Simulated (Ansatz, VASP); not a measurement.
SiGe: VASP beside Ansatz

INCAR

```
  ALGO = Normal
  EDIFF = 1E-7
  ENCUT = 520
  GGA = CA
  ISIF = 2
  ISMEAR = 0
  LASPH = T
  LCHARG = F
  LREAL = F
  LWAVE = F
  NBANDS = 26
  NELM = 60
  PREC = Accurate
  SIGMA = 0.03
```

File KPOINTS:

```
k-points
0
Gamma
  12 12 6
```

The input POSCAR:

```
SiGe
1.0
    3.7994718203      0.0000000000      0.0000000000
   -1.8997359102      3.2904391174      0.0000000000
    0.0000000000      0.0000000000      6.2790301647
Si Ge
2 2
Direct
    0.6666666667      0.3333333333      0.8745031008
    0.3333333333      0.6666666667      0.3745031008
    0.6666666667      0.3333333333      0.5239526465
    0.3333333333      0.6666666667      0.0239526465
```

Input for Ansatz:

```yaml
crystal:
  lattice:
    - [3.7994718203, 0.0, 0.0]
    - [-1.8997359102, 3.2904391174, 0.0]
    - [0.0, 0.0, 6.2790301647]
  atoms:
    - { symbol: Si, position: [0.6666666667, 0.3333333333, 0.8745031008] }
    - { symbol: Si, position: [0.3333333333, 0.6666666667, 0.3745031008] }
    - { symbol: Ge, position: [0.6666666667, 0.3333333333, 0.5239526465] }
    - { symbol: Ge, position: [0.3333333333, 0.6666666667, 0.0239526465] }
basis:
  ecutwfc: 420
kpoints:
  mp_grid: { grid: [12, 12, 6] }
hamiltonian:
  xc: lda
  pseudopotentials: { kind: paw, azcp: { folder: soft_1 } }
scf:
  occupations: { method: gaussian, width: 0.03 }
output:
  forces: true
  stress: true
  eigenvalues: true
```

Alike in both runs: task single point; functional LDA; k mesh 12 × 12 × 6; occupations gaussian, width 0.03 eV; no spin polarisation.

|  | VASP | Ansatz |
| --- | --- | --- |
| version | VASP 6.6.1 | Ansatz 0.2.0 |
| potentials or method | VASP PAW LDA potentials, release 64 (Si, Ge_d) | scalar-relativistic, plane waves, PAW |
| plane-wave cutoff (eV) | 520 | 420 |
| valence electrons in the cell | 36 | 36 |

```tsv
	VASP	Ansatz	Ansatz less VASP
gap on the k mesh at the Fermi level (eV)	none	none	-
pressure (GPa)	6.1	6.0	-0.11
largest component of the traceless stress (GPa)	9.41	9.40	-0.018
rms of the force components (eV/Å)	1.420	1.420	0.0000
```

Atom by atom the forces differ by 0.000 eV/Å (rms over components). A gap of «none» marks a metal or a gap that the smearing closes. Ansatz warned: «pseudo_functional_mismatch».

Caveats: forces of over 1 eV/Å show positions far from the minimum, so gaps and moduli don't describe the material at rest.
